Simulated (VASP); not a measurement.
## GaSb: relaxation of cell and atoms with revPBE+D3(BJ)

GaSb:

```xyz
2
Lattice="0.0000 3.0590 3.0590 3.0590 0.0000 3.0590 3.0590 3.0590 0.0000" Properties=species:S:1:pos:R:3 pbc="T T T"
Sb    4.5885    4.5885    4.5885
Ga    0.0000    0.0000    0.0000
```

| Item | Value |
| --- | --- |
| Program | VASP 6.6.1 |
| Task | relaxation of cell and atoms |
| Functional | revPBE |
| Dispersion | D3(BJ) |
| Potentials or basis | VASP PAW PBE potentials, release 64 (Sb, Ga_d) |
| Cutoff | 600 eV |
| k mesh | 8 × 8 × 8 |
| Occupations | fermi-dirac, width 0.05 eV |
| Spin | no spin polarisation |
| Further INCAR settings | ALGO = Normal; EDIFF = 1e-07; IBRION = 2; EDIFFG = -0.005; NSW = 40; ISIF = 3 |

```
Relaxed volume                         : 28.41 Å³/atom
Relaxed cell                           : a = 4.315 Å, b = 4.315 Å, c = 4.315 Å, α = 60.00°, β = 60.00°, γ = 60.00°
Space group after relaxing (to 0.05 Å) : F-43m (No. 216)
Energy gained by relaxing              : 0.3 meV/atom
Ionic steps                            : 3
Pressure after relaxing                : 0.0 GPa
Band gap on the k mesh                 : 0.16 eV, direct
Dispersion energy per atom             : -0.633 eV
```

The path:
```csv
step,energy change (eV),largest force (eV/Å),pressure (GPa),volume (Å³)
1,0.0000,0.0000,-0.37,57.25
2,-0.0005,0.0000,0.09,56.70
3,-0.0005,0.0000,0.01,56.82
```

Final structure:
```
CELL_PARAMETERS angstrom
0.00000 3.05126 3.05126
3.05126 0.00000 3.05126
3.05126 3.05126 0.00000
ATOMIC_POSITIONS crystal
Sb 0.75000 0.75000 0.75000
Ga 0.00000 0.00000 0.00000
```

Levels at points of the mesh, in eV from the valence-band top:
```
           k point  band 5  band 6  band 7  band 8  band 9  band 10  band 11  band 12  band 13
(0.00, 0.00, 0.00)  -15.00  -11.51    0.00    0.00    0.00     0.16     2.78     2.78     2.78
(0.50, 0.00, 0.00)  -15.00   -9.86   -6.38   -1.17   -1.17     0.48     3.76     3.76     6.58
(0.50, 0.50, 0.00)  -15.00   -9.02   -6.82   -2.59   -2.59     0.95     1.31     8.76     8.76
```

It took 2.7 min on 1 thread of AMD EPYC 7571 (shared host), peak memory 0.19 GiB.

Caveat: the PAW data sets were made with another functional, which shifts forces and pressure a little; spin-orbit coupling is left out, which moves the levels of the heavy elements. As with any semilocal functional, this revPBE gap is likely too small.
